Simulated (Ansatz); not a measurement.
BaS:

```
Ba S
1.0
     0.00000    3.19375    3.19375
     3.19375    0.00000    3.19375
     3.19375    3.19375    0.00000
Ba S
1 1
Cartesian
  0.0000 0.0000 0.0000
  3.1938 3.1938 3.1938
```

```yaml
Program: Ansatz 0.2.0
Task: relaxation of cell and atoms
Functional: revPBE
Potentials_or_basis: all-electron LAPW, scalar-relativistic
Basis_error_allowed: 0.001 eV/atom
k_mesh: 7 × 7 × 7
Occupations: fermi-dirac, width 0.05 eV
Spin: no spin polarisation
```

At the start: volume 32.58 Å³/atom.

**Question.** How do energy, volume and symmetry change on relaxing?

**Answer.** Over 4 steps the energy falls by 9.4 meV/atom and the volume is 34.18 Å³/atom (+4.9 %); space group Fm-3m (No. 225, to 0.05 Å).

Step by step:
```
step  energy change (eV)  largest force (eV/Å)  volume (Å³)
   1              0.0000                0.0000        65.15
   2             -0.0179                0.0000        69.09
   3             -0.0189                0.0000        68.37
   4             -0.0189                0.0000        68.37
```

Final structure:
```yaml
crystal:
  lattice:
    - [0.00000, 3.24547, 3.24547]
    - [3.24547, 0.00000, 3.24547]
    - [3.24547, 3.24547, 0.00000]
  atoms:
    - { symbol: Ba, position: [0.00000, 0.00000, 0.00000] }
    - { symbol: S, position: [0.50000, 0.50000, 0.50000] }
```
